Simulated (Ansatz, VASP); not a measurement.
Two plane-wave programs on Cs

The input INCAR:

```
PREC = Accurate
ENCUT = 520
EDIFF = 1E-7
ISMEAR = -1
SIGMA = 0.1
LREAL = F
LASPH = T
NELM = 100
ALGO = Normal
ISIF = 2
LWAVE = F
LCHARG = F
GGA = B5
ALDAX = 1.0
AGGAX = 1.0
AGGAC = 1.0
ALDAC = 0.0
NBANDS = 10
```

The input KPOINTS:

```
regular mesh
0
Gamma
  7 7 7
```

Contents of POSCAR:

```
Cs
1.0
    5.2761435059      0.0000000000      0.0000000000
    0.0000000000      5.2761435059      0.0000000000
    0.0000000000      0.0000000000      5.2761435059
Cs
1
Direct
    0.0000000000      0.0000000000      0.0000000000
```

Input for Ansatz:

```yaml
crystal:
  lattice:
    - [5.2761435059, 0.0, 0.0]
    - [0.0, 5.2761435059, 0.0]
    - [0.0, 0.0, 5.2761435059]
  atoms:
    - { symbol: Cs, position: [0.0, 0.0, 0.0] }
hamiltonian:
  xc: blyp
  pseudopotentials:
    kind: paw
    azcp:
      Cs: "pseudopotentials/Cs.paw.azcp"
basis:
  ecutwfc: 420
  fft_grid_basis: typed
kpoints:
  mp_grid: { grid: [7, 7, 7], shift: [0, 0, 0] }
magnetization:
  spin_polarized: false
scf:
  occupations: { method: fermi_dirac, width: 0.1 }
  lower_state_search: "off"
output:
  stress: true
```

Alike in both runs: task single point; functional BLYP; k mesh 7 × 7 × 7; occupations fermi-dirac, width 0.1 eV; no spin polarisation.

|  | VASP | Ansatz |
| --- | --- | --- |
| version | VASP 6.6.1 | Ansatz 0.2.0 |
| potentials or method | VASP PAW PBE potentials, release 64 (Cs_sv) | plane waves (420 eV) with PAW, scalar-relativistic |
| plane-wave cutoff (eV) | 520 | 420 |
| valence electrons in the cell | 9 | 9 |

|  | VASP | Ansatz | Ansatz less VASP |
| --- | --- | --- | --- |
| pressure (GPa) | 0.0 | 0.0 | 0.00 |

Caveats: the PAW data sets were made with another functional, which shifts forces and pressure a little (VASP). Spin-orbit coupling is left out, which matters for the levels of Cs.
